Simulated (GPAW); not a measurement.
Runs of GPAW 26.7.0 on Bi. The structure is cubic, space group Im-3m (No. 229). The conventional cell has a = 3.963 Å, b = 3.963 Å, c = 3.963 Å, α = 90.00°, β = 90.00°, γ = 90.00°. Around Bi (site symmetry m-3m) lie 8 Bi at 3.43 Å. This isn't the form of Bi at room conditions, which is rhombohedral.

```csv
task,level,potentials or basis,spin,cell,k mesh,cutoff (eV),eta,response ecut,scissors,kernel,response k mesh,gap on the mesh (eV),pressure (GPa),V0 of scaled cells (Å³/atom),relaxed volume (Å³/atom),B0 (GPa)
optical spectrum,RPBE,"the program's PAW data sets (release 1.2.1) made for this functional, pw",off,as given,8 × 8 × 8,450,0.1 eV,50 eV,0 eV,RPA,24 × 24 × 24,none,-,-,-,-
band structure,r2SCAN,"GPAW PAW data sets (gpaw-data 1.2.1), pw","SOC, no magnetisation",as given,9 × 9 × 9,600,-,-,-,-,-,-,0.1,-,-,-
equation of state,PBEsol,"PAW data sets generated in the run's folder for this functional, pw",off,as given,9 × 9 × 9,600,-,-,-,-,-,-,-,29.98,-,60
equation of state,vdW-DF-cx,"GPAW PAW data sets (gpaw-data 1.2.1), pw",off,as given,9 × 9 × 9,600,-,-,-,-,-,-,-,30.57,-,58
relaxation of cell and atoms,PBEsol+D3,"PAW data sets generated in the run's folder for this functional, pw",off,relaxed,9 × 9 × 9,600,-,-,-,-,-,none,0.1,-,(a),-
optical spectrum,LDA,"the program's PAW data sets (release 1.2.1) made for this functional, pw",off,as given,8 × 8 × 8,450,0.1 eV,50 eV,0 eV,RPA,24 × 24 × 24,none,-,-,-,-
band structure,PBE,"GPAW PAW data sets (gpaw-data 1.2.1), pw","SOC, no magnetisation",as given,9 × 9 × 9,600,-,-,-,-,-,-,(b),-,-,-
relaxation of cell and atoms,PBEsol+D3(BJ),"PAW data sets generated in the run's folder for this functional, pw",off,relaxed,9 × 9 × 9,600,-,-,-,-,-,none,0.0,-,28.44,-
```

Alike in all rows: smearing fermi-dirac 0.05 eV.

Q: Estimate the missing entries.

A: (a) 29.27; (b) 0.7.

Caveats: spin-orbit coupling is left out, which moves the levels of the heavy elements (some runs); the intraband term hangs on this k mesh (some runs); the long-wavelength limit can be off by a per cent or two (some runs); independent-particle spectra lack excitons (some runs); spin-orbit coupling was added after a scalar SCF, so levels and gaps hold it while energy, forces, pressure and moments don't (some runs); this program's spin-orbit splittings come out too wide for heavy elements (some runs); the PAW data sets were made with another functional, which shifts forces and pressure a little (some runs).

A k mesh can miss the band edges, and rows without SOC leave out spin-orbit coupling on Bi.

A gap of «none» marks a metal or a gap under the smearing width.
